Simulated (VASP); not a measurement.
# TlCl (Pm-3m) in VASP: single point with LDA

Aim: the single point of TlCl with LDA.

Program: VASP 6.6.1. These are calculated values, not measurements. Logs are shortened: lines on timing, memory, paths and dates and some standing lists are left out, and cuts for length are marked.

## (1) The crystal as given

The structure is cubic, space group Pm-3m (No. 221). The conventional cell has a = 3.834 Å, b = 3.834 Å, c = 3.834 Å, α = 90.00°, β = 90.00°, γ = 90.00°. Tl (site symmetry m-3m) is surrounded by 8 Cl at 3.32 Å. Cl (site symmetry m-3m) has 8 Tl at 3.32 Å as nearest neighbours.

## (2) Single point, LDA

Input file INCAR:

```
SYSTEM = TlCl
PREC = Accurate ; ENCUT = 520
EDIFF = 1E-6 ; ISMEAR = 0
SIGMA = 0.1 ; LREAL = .FALSE.
LASPH = .TRUE. ; NELM = 100
ALGO = Normal ; ISIF = 2
LWAVE = .FALSE. ; LCHARG = .FALSE.
NBANDS = 17
```

Input file KPOINTS:

```
Automatic mesh
0
G
  6 6 6
  0 0 0
```

Input file POSCAR:

```
TlCl
1.0
    3.8340000000      0.0000000000      0.0000000000
    0.0000000000      3.8340000000      0.0000000000
    0.0000000000      0.0000000000      3.8340000000
Tl Cl
1 1
Direct
    0.0000000000      0.0000000000      0.0000000000
    0.5000000000      0.5000000000      0.5000000000
```

Potentials or basis: VASP PAW LDA potentials, release 64 (Tl_d, Cl).

On the command line:

```console
cat potpaw_LDA.64/Tl_d/POTCAR potpaw_LDA.64/Cl/POTCAR > POTCAR
mpirun -np 1 vasp_std > vasp.out
```

OUTCAR:

```text
SYSTEM = TlCl
   PREC = Accurate
   ENCUT = 520
   EDIFF = 1E-6
   ISMEAR = 0
   LREAL = .FALSE.
   LASPH = .TRUE.
   NELM = 100
   ISIF = 2

 ion  position               nearest neighbor table
   1  0.000  0.000  0.000-   2 3.32   2 3.32   2 3.32   2 3.32   2 3.32   2 3.32   2 3.32   2 3.32

   2  0.500  0.500  0.500-   1 3.32   1 3.32   1 3.32   1 3.32   1 3.32   1 3.32   1 3.32   1 3.32

  LATTYP: Found a simple cubic cell.
 ALAT       =     3.8340000000

  Lattice vectors:

 A1 = (   3.8340000000,   0.0000000000,   0.0000000000)
 A2 = (   0.0000000000,   3.8340000000,   0.0000000000)
 A3 = (   0.0000000000,   0.0000000000,   3.8340000000)

Analysis of symmetry for initial positions (statically):
=====================================================================
 Subroutine PRICEL returns:
 Original cell was already a primitive cell.

 Routine SETGRP: Setting up the symmetry group for a
 simple cubic supercell.

 Subroutine GETGRP returns: Found 48 space group operations
 (whereof 48 operations were pure point group operations)
 out of a pool of 48 trial point group operations.

The static configuration has the point symmetry O_h .

Analysis of symmetry for dynamics (positions and initial velocities):
=====================================================================
 Subroutine PRICEL returns:
 Original cell was already a primitive cell.

 Routine SETGRP: Setting up the symmetry group for a
 simple cubic supercell.

 Subroutine GETGRP returns: Found 48 space group operations
 (whereof 48 operations were pure point group operations)
 out of a pool of 48 trial point group operations.

The dynamic configuration has the point symmetry O_h .

 Subroutine INISYM returns: Found 48 space group operations
 (whereof 48 operations are pure point group operations),
 and found     1 'primitive' translations

----------------------------------------------------------------------------------------

                                     Primitive cell

  volume of cell :      56.3581

  direct lattice vectors                    reciprocal lattice vectors
     3.834000000  0.000000000  0.000000000     0.260824204  0.000000000  0.000000000
     0.000000000  3.834000000  0.000000000     0.000000000  0.260824204  0.000000000
     0.000000000  0.000000000  3.834000000     0.000000000  0.000000000  0.260824204

  length of vectors
     3.834000000  3.834000000  3.834000000     0.260824204  0.260824204  0.260824204

[... 74 lines left out ...]
   NELM   =    100;   NELMIN=  2; NELMDL= -5     # of ELM steps
   EDIFF  = 0.1E-05   stopping-criterion for ELM
   LREAL  =      F    real-space projection
   EDIFFG = 0.1E-04   stopping-criterion for IOM
   NSW    =      0    number of steps for IOM
   IBRION =     -1    ionic relax: 0-MD 1-quasi-New 2-CG
   NFREE  =      0    steps in history (QN), initial steepest desc. (CG)
   ISIF   =      2    stress and relaxation
   ISYM   =      2    0-nonsym 1-usesym 2-fastsym
   POTIM  = 0.5000    time-step for ionic-motion
   TEBEG  =    0.0;   TEEND  =   0.0 temperature during run
   PSTRESS=    0.0 pullay stress
   NELECT =      20.0000    total number of electrons
   NUPDOWN=      -1.0000    fix difference up-down
   EMIN   =  10.00;   EMAX   =-10.00  energy-range for DOS
   EFERMI =   0.00;   METHOD = LEGACY
   ISMEAR =     0;   SIGMA  =   0.10  broadening in eV -4-tet -1-fermi 0-gaus
   EFERMI_NEDOS =   21; number of points for ismear=-14 and -15
   IALGO  =     38    algorithm
   IMIX   =      4    mixing-type and parameters
     AMIX     =   0.40;   BMIX     =  1.00
     AMIX_MAG =   1.60;   BMIX_MAG =  1.00
  volume/ion in A,a.u.               =      28.18       190.16
  Fermi-wavevector in a.u.,A,eV,Ry     =   1.159043  2.190273 18.277790  1.343380
  Thomas-Fermi vector in A             =   2.295639
   LORBIT       =      0    0 simple, 1 ext, 2 COOP (PROOUT), +10 PAW based schemes
   GGA     = CA    functional components
   LHFCALC =     F    Hartree Fock is set to
   AEXX    =    0.0000 exact exchange contribution
   IVDW    =     0    specifies the selected vdW correction
   LEPSILON=     F    determine dielectric tensor
   LRPA    =     F    only Hartree local field effects (RPA)
 non-spin polarized calculation
 Gauss-broadening in eV      SIGMA  =   0.10
  energy-cutoff  :      520.00
  volume of cell :       56.36
 maximum number of plane-waves:      1568
 NGX is ok and might be reduce to    30
   NGX = 15   NGY = 15   NGZ = 15

 number of electron      20.0000006 magnetization

 Free energy of the ion-electron system (eV)
  ---------------------------------------------------
  ext. energy  EPLUGINS =         0.00000000
  ---------------------------------------------------
  free energy    TOTEN  =        -6.94290831 eV

  energy without entropy =       -6.94290831  energy(sigma->0) =       -6.94290831

 E-fermi :   2.9652     XC(G=0):  -9.5958

 val. band max:        2.4743388478   @ k =   0.5000   0.0000   0.0000
 cond. band min:       4.3170579550   @ k =   0.5000   0.0000   0.0000
 fundamental gap:      1.8427191072
 Fermi energy:         2.9651925820

 k-point     1 :       0.0000    0.0000    0.0000
  band No.  band energies     occupation
      1     -11.2151      2.00000
      2      -7.4561      2.00000
      3      -7.4561      2.00000
      4      -7.2068      2.00000
      5      -7.2068      2.00000
      6      -7.2068      2.00000
[... 377 lines left out ...]
      4      -7.3969      2.00000
      5      -7.1297      2.00000
      6      -7.1297      2.00000
[... 9 lines left out ...]
     16      15.0525      0.00000
     17      19.2275      0.00000

------------------------ aborting loop because EDIFF is reached ----------------------------------------

  FORCE on cell =-STRESS in cart. coord.  units (eV):
  Direction    XX          YY          ZZ          XY          YZ          ZX
  --------------------------------------------------------------------------------------
  -------------------------------------------------------------------------------------
  Total       -1.1115517     -1.1115517     -1.1115517      0.0000000     -0.0000000     -0.0000000
  in kB      -31.5997691    -31.5997691    -31.5997691      0.0000000     -0.0000000     -0.0000000
  external PRESSURE =     -31.5997691 kB  Pullay stress =       0.0000000 kB

 VOLUME and BASIS-vectors are now :
 -----------------------------------------------------------------------------
  energy-cutoff  :      520.00
  volume of cell :       56.36
      direct lattice vectors                 reciprocal lattice vectors
     3.834000000  0.000000000  0.000000000     0.260824204  0.000000000  0.000000000
     0.000000000  3.834000000  0.000000000     0.000000000  0.260824204  0.000000000
     0.000000000  0.000000000  3.834000000     0.000000000  0.000000000  0.260824204

 POSITION                                       TOTAL-FORCE (eV/Angst)
 -----------------------------------------------------------------------------------
      0.00000      0.00000      0.00000         0.000000      0.000000      0.000000
      1.91700      1.91700      1.91700         0.000000      0.000000      0.000000
 -----------------------------------------------------------------------------------
    total drift:                                0.000000     -0.000000     -0.000000

  FREE ENERGIE OF THE ION-ELECTRON SYSTEM (eV)
  ---------------------------------------------------
  free  energy   TOTEN  =        -6.9429083109 eV

  energy  without entropy=       -6.9429083109  energy(sigma->0) =       -6.94290831
```

stdout:

```text
POSCAR found type information on POSCAR TlCl
 POSCAR found :  2 types and       2 ions
 scaLAPACK will be used
 LDA part: xc-table for (Slater(with rela. corr.)+CA(PZ))
 , standard interpolation
 POSCAR, INCAR and KPOINTS ok, starting setup
 FFT: planning ... GRIDC
 FFT: planning ... GRID_SOFT
 FFT: planning ... GRID
 WAVECAR not read
 entering main loop
```

It took 16 s on 1 thread of Intel Xeon Platinum 8488C (Sapphire Rapids), shared host; peak memory 0.15 GiB.

What came out:

| Property | Result |
| --- | --- |
| Free energy | -6.9429 eV |
| Pressure | -3.2 GPa |
| Band gap on the k mesh | 1.84 eV, direct |

Caveat: spin-orbit coupling is left out, which as a rule narrows the gap of such compounds by several tenths of an eV.
